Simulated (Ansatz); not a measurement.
**Te₂Mo: a line through an energy map**

An exercise on one series of results from a longer session: the logs are not shown, and one member is left open.

Program: Ansatz 0.2.0. Level of theory: DFT PBE+D3(BJ), scalar-relativistic, plane waves, PAW. These are calculated values, not measurements.

2 further runs of the same task are left out: 2 set aside as unsound or not needed.

### The starting structure

Symmetry: P-6m2, No. 187, hexagonal system. Conventional cell: a = 3.495 Å, b = 3.495 Å, c = 7.625 Å, α = 90.00°, β = 90.00°, γ = 120.00°. Te (site symmetry 3m) has 3 Mo at 2.72 Å as nearest neighbours. Around Mo (site symmetry -6m2) lie 6 Te at 2.72 Å.

As a file:

```
CELL_PARAMETERS angstrom
3.49516 0.00000 0.00000
-1.74758 3.02690 0.00000
0.00000 0.00000 7.62455
ATOMIC_POSITIONS crystal
Te 0.33333 0.66667 0.76141
Te 0.33333 0.66667 0.23859
Mo 0.00000 0.00000 0.00000
```

It goes back to an entry of the Materials Project, which need not be the stable form.

It is the result of an earlier relaxation at this level (volume 26.89 Å³/atom; gap on the mesh: 0.97 eV).

### Plan of the line

The energy is mapped over a normal mode and a strain (zone-centre modes of the cell shown) (x along [1 0 0], y along [1 2 0], z along [0 0 1] of the conventional cell).

The axes are (1) amplitude of mode 5 (115 cm⁻¹), largest displacement in the unstrained cell: 7 values from −0.155 Å; (2) strain +e along z and -e/2 along x and y: 7 values from −7.00 %.

Nothing else is relaxed (the pattern is fixed in fractional coordinates). Energies count from the relaxed high-symmetry cell. Points are written as (first, second).

The modes come from a phonon run on the reference cell, made beforehand.

Displacement patterns for an amplitude of 1 (Å):

```
atom     x1      y1     z1
 Te1  0.000   1.000  0.000
 Te2  0.000  -1.000  0.000
 Mo3  0.000   0.000  0.000
```

Set-up of the first run:

input.yaml reads:

```yaml
crystal:
  lattice:
    - [3.6174889149, 0.0, 0.0]
    - [-1.8087444575, 3.1328372982, 0.0]
    - [0.0, 0.0, 7.0908358394]
  atoms:
    - { symbol: Te, position: [0.316269648, 0.6325392959, 0.7614144829] }
    - { symbol: Te, position: [0.3503970187, 0.7007940374, 0.2385855171] }
    - { symbol: Mo, position: [0.0, 0.0, 0.0] }
basis:
  ecutwfc: 420
kpoints:
  mp_grid: { grid: [9, 9, 4] }
hamiltonian:
  xc: pbe
  dispersion: d3bj
scf:
  occupations: { method: gaussian, width: 0.05 }
output:
  forces: true
  stress: true
  eigenvalues: true
```

On the command line:

```bash
ansatz run input.yaml --threads 1 --pin off --max-ram 2048MiB --backend cpu --events-out ev --progress --plain --runs-dir out
```

Steps of the session up to this table: The run at (−0.103 Å, −7.00 %); Point (−0.103 Å, −4.67 %); Point (−0.103 Å, −2.33 %); The run at (−0.103 Å, 0.00 %); The run at (−0.103 Å, 2.33 %); Grid point (−0.103 Å, 4.67 %); The run at (−0.103 Å, 7.00 %).

One of the session's tables, all rows but one given; the rest of the session is left out.

```
strain +e along z and -e/2 along x and y (%)  energy (meV)  slope (meV per %)  pressure (GPa)  band gap on the k-mesh (eV)  largest force on an atom (eV/Å)
                                       −7.00           289                −63            2.81                         0.21                             1.44
                                       −4.67           167                −42            1.80                         0.60                             1.13
                                       −2.33            94                −21            0.96                         0.99                             0.87
                                        0.00            67                 −2            0.29                         0.96                             0.70
                                        2.33             ?                  ?               ?                            ?                                ?
                                        4.67           141                 34           −0.57                         0.75                             0.80
                                        7.00           240                 51           −0.74                         0.53                             0.98
```

Q: Estimate the row for strain +e along z and -e/2 along x and y (%) = 2.33 from the others.

Worked estimate for «energy (meV)». A straight line through the neighbours (0.00, 67) and (4.67, 141) gives 67 + (141 − 67) × (2.33 − 0.00) / (4.67 − 0.00) = 104; a parabola fitted to 4 rows on both sides gives 83.

As computed: energy (meV): 83; slope (meV per %): 16; pressure (GPa): −0.22; band gap on the k-mesh (eV): 0.88; largest force on an atom (eV/Å): 0.69. In «energy (meV)» the line misses by +21 and the parabola by +0.

Energies count from the relaxed high-symmetry cell. Slopes come from the forces (and the stress, where the cell changes), not from differences of energies.

The well is lopsided: two grid steps out, the energy rises by 101 meV towards smaller values and 75 meV towards larger ones.

Limits of these values: Warnings in the runs' records: relaxed geometry near dispersion switch.
